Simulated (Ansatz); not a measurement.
The crystal is BiOCl (P4/nmm).

Symmetry: P4/nmm, No. 129, tetragonal system. The conventional cell has a = 3.886 Å, b = 3.886 Å, c = 7.349 Å, α = 90.00°, β = 90.00°, γ = 90.00°. Bi has 4 O at 2.31 Å and 4 Cl at 3.06 Å nearest. Cl has 4 Bi at 3.06 Å nearest. Nearest to O lie 4 Bi at 2.31 Å. Farther neighbours and most contacts between anions are not listed.

```cif
data_structure
_symmetry_space_group_name_H-M 'P 1'
_symmetry_Int_Tables_number 1
_cell_length_a 3.8855
_cell_length_b 3.8855
_cell_length_c 7.3489
_cell_angle_alpha 90.000
_cell_angle_beta 90.000
_cell_angle_gamma 90.000
_cell_volume 110.95
loop_
_atom_site_label
_atom_site_type_symbol
_atom_site_fract_x
_atom_site_fract_y
_atom_site_fract_z
_atom_site_occupancy
Bi1 Bi 0.50000 0.00000 0.32904 1
Bi2 Bi 0.00000 0.50000 0.67096 1
Cl3 Cl 0.00000 0.50000 0.14720 1
Cl4 Cl 0.50000 0.00000 0.85280 1
O5 O 0.00000 0.00000 0.50000 1
O6 O 0.50000 0.50000 0.50000 1
```

The cell and positions come from the Crystallography Open Database and are kept as given unless a step says otherwise. Spin-orbit coupling is left out unless a run names it. PAW set soft_2, made with PBE.

Gaps computed with Ansatz 0.2.0 without a self-energy: LDA 2.49 eV, HSE06 3.60 eV and PBE0 4.28 eV. The mean ε∞ by LDA perturbation theory is 6.30.

Q: Estimate the G0W0@LDA gap with 4×4×2 mesh, 878 empty bands, screening to 230 eV, default PAW files.

About 3.80 eV: on its mesh the run moves the gap from 2.57 eV by +1.23 eV. A band edge moves to another state on the way. Among the scalar-relativistic levels given, HSE06 is nearest (−0.20 eV). One-shot corrections scale roughly with one over ε∞, here 0.16. Bands and cutoff are finite, so the gap is not at the basis limit. The miss can reach some tenths of an eV and take either sign; the mesh is an error of its own. The 4×4×2 mesh is coarse for this cell (its supercell is 15 Å along the shortest edge). The RPA ε∞ on it, from the LDA start, is 5.28 and 6.60; such meshes misread the long-range screening, most where the gap is narrow. Where an edge is built on 6p states of lead, bismuth or thallium, scalar-relativistic gaps usually stand too wide, by a few tenths to over one eV. The many-body steps are scalar-relativistic: spin-orbit coupling is not in them.

[Paths, hosts, dates, memory and timing lines, banners, echoed tables and standing remarks are left out of the program output.]

[Logs are printed without paths, hosts, clocks, repeated set-up lines and the standing remarks that a program may print on its own settings, such as how far it seeks lower states.]

[Runs of the session that timed out or met a known fault of the program may be left out.]

[Cells called generated may have been cut or substituted from an entry of the Crystallography Open Database or the Materials Project.]

[Hosts, paths, dates, database ids (printed as entryN), source tags and the programs' standing remarks are cut or masked in the printed files.]
